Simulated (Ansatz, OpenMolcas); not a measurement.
# How basis sets differ on CHF3 (trifluoromethane)

The species is CHF3 (5 atoms), meant as a singlet with charge 0. As SMILES, `FC(F)F`. The coordinates come from a PBE0-D4/def2-TZVP relaxation.

| atom | x (Å) | y (Å) | z (Å) |
| --- | --- | --- | --- |
| F | -0.6686 | -0.3297 | 1.0792 |
| C | 0.0195 | 0.0564 | 0.0068 |
| F | 1.0474 | -0.7738 | -0.1575 |
| F | -0.7726 | -0.0351 | -1.0594 |
| H | 0.3744 | 1.0822 | 0.1309 |

Quantity: the HOMO–LUMO gap, in eV. The values are calculated.

```json
{"level": "HF/ANO-R0 (sfX2C)", "kind": "Hartree–Fock", "program": "OpenMolcas", "value (eV)": "19.46", "CPU time": "1.5 s"}
{"level": "HF/ANO-RCC-MB (DKH2)", "kind": "Hartree–Fock", "program": "OpenMolcas", "value (eV)": "26.71", "CPU time": "2.6 s"}
{"level": "HF/STO-3G", "kind": "Hartree–Fock", "program": "Ansatz", "value (eV)": "28.15", "CPU time": "0.09 s"}
{"level": "HF/3-21G", "kind": "Hartree–Fock", "program": "Ansatz", "value (eV)": "23.52", "CPU time": "0.2 s"}
{"level": "HF/def2-SVPD", "kind": "Hartree–Fock", "program": "OpenMolcas", "value (eV)": "18.96", "CPU time": "11 s"}
{"level": "HF/aug-cc-pVDZ (RICD fitting)", "kind": "Hartree–Fock", "program": "OpenMolcas", "value (eV)": "17.19", "CPU time": "2.1 s"}
```

The values span 17.19 to 28.15 eV. A Hartree–Fock LUMO above zero doesn't converge with the basis: it sinks as sets grow more diffuse. Orbital gaps aren't excitation energies. CPU times are rough (shared hosts, several kinds of processor and program).
